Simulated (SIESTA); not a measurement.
AlN under changes of volume

One of the cells (10.451 Å³/atom); the others are scaled copies at fixed shape and fractional positions:

```xyz
4
Lattice="3.1130 0.0000 0.0000 -1.5565 2.6959 0.0000 0.0000 0.0000 4.9810" Properties=species:S:1:pos:R:3 pbc="T T T"
Al    1.5565    0.8986    2.4905
Al    0.0000    1.7973    0.0000
N     1.5565    0.8986    4.3833
N     0.0000    1.7973    1.8928
```

```yaml
Program: SIESTA 5.4.2
Functional: PBE
Potentials_or_basis: PseudoDojo 0.4 standard (PBE files)
Basis: SZ (energy shift 0.002 Ry; radii capped at 9.5 bohr)
Grid_cutoff: 800 Ry
Energy_shift: 0.002 Ry
k_mesh: 10 × 10 × 6
Occupations: fermi-dirac, width 0.05 eV
Spin: no spin polarisation
```

```tsv
volume (Å³/atom)	energy over the lowest point (meV/atom)	pressure (GPa)	gap on the mesh (eV)	largest force (eV/Å)
9.824	173.37	38.3	4.58	0.040
10.033	127.46	32.2	4.37	0.030
10.242	89.22	26.6	4.17	0.021
10.451	57.97	21.5	3.97	0.012
10.660	33.06	16.8	3.79	0.004
10.869	?	?	?	?
11.078	0.00	8.8	3.43	0.009
```

Q: What does the run at 10.869 Å³/atom give?

A: Energy over the lowest point 13.90 meV/atom; pressure 12.6 GPa; gap on the mesh 3.60 eV; largest force 0.003 eV/Å.

Worked out: A Birch-Murnaghan fit of order 3 (a polynomial in V^(-2/3)) to the other rows has no minimum within the range. It gives 13.91 meV/atom at 10.869 Å³/atom, against the run's 13.90, and -dE/dV = 12.6 GPa, against 12.6. A straight line through the other rows of the gap, of slope -9.57 eV per unit of ln V (its deformation potential), gives 3.61 eV, against the run's 3.60.

Energies are extrapolated to zero smearing.

Caveats: the basis has no polarisation orbitals; the basis of atomic orbitals isn't converged, which shifts pressures, moduli and gaps.

A mesh can miss the band edges.
